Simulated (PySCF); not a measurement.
How well do the runs reproduce experiment for C7H6O?

**What was measured.**

From NIST CCCBDB Release 22 (SRD 101), experimental dipoles, for the gas: dipole moment 3.14 D.

NIST CCCBDB Release 22 (SRD 101), experimental polarizabilities lists, for the gas: mean polarisability 12.8 Å³.

The runs below try to reproduce these values; the comparison stands at the end.

Compound: C7H6O.
Atom-mapped SMILES: `[O:1]=[CH:2][c:3]1[cH:4][cH:5][cH:6][cH:7][cH:8]1` (hydrogens: H9 on C2; H10 on C4; H11 on C5; H12 on C6; H13 on C7; H14 on C8)

Structure used (GFN2-xTB), in Å, numbered top down from 1:
```
atom  x, y, z in Å
O1     2.8386   -1.4484   -0.1452
C2     2.2937   -0.3800   -0.2573
C3     0.8552   -0.1385   -0.0971
C4     0.3305    1.1441   -0.2522
C5    -1.0258    1.3594   -0.0998
C6    -1.8664    0.3003    0.2082
C7    -1.3521   -0.9782    0.3640
C8     0.0023   -1.1992    0.2127
H9     2.8740    0.5336   -0.5019
H10    0.9916    1.9649   -0.4922
H11   -1.4327    2.3524   -0.2201
H12   -2.9259    0.4726    0.3265
H13   -2.0117   -1.7987    0.6034
H14    0.4281   -2.1848    0.3288
```

Runs made with PySCF (gas phase, on this GFN2-xTB geometry; no spin–orbit coupling):

```csv
level,job,basis functions,wall time
wB97X-D/def2-SVPD,"8 singlets by full TDDFT, 3 Tamm–Dancoff triplets, polarisability",211,42 s
```

Hardware: one thread of an Arm Neoverse V1, no GPU, shared host.

## Comparison

**Dipole moment.** Measured: 3.14 D (NIST CCCBDB Release 22 (SRD 101), experimental dipoles).

```json
{"level": "wB97X-D/def2-SVPD", "computed (D)": "3.52", "computed − measured (D)": "+0.38", "% (from the printed values)": "+12"}
```

The computed dipoles belong to one fixed geometry; measured ones are averaged over vibrations unless marked μe. Magnitudes are compared, not signs.

**Mean polarisability.** Measured: 12.8 Å³ (NIST CCCBDB Release 22 (SRD 101), experimental polarizabilities).

| level | computed (Å³) | computed − measured (Å³) | % (from the printed values) |
| --- | --- | --- | --- |
| wB97X-D/def2-SVPD | 12.29 | -0.51 | -4 |

The computed values are static and purely electronic, with core orbitals frozen in the response (1 au = 0.148185 Å³). The table of measured values doesn't say here whether a value is static or optical, or holds a vibrational part.

No measured geometry was used, and the causes of the misses weren't examined.
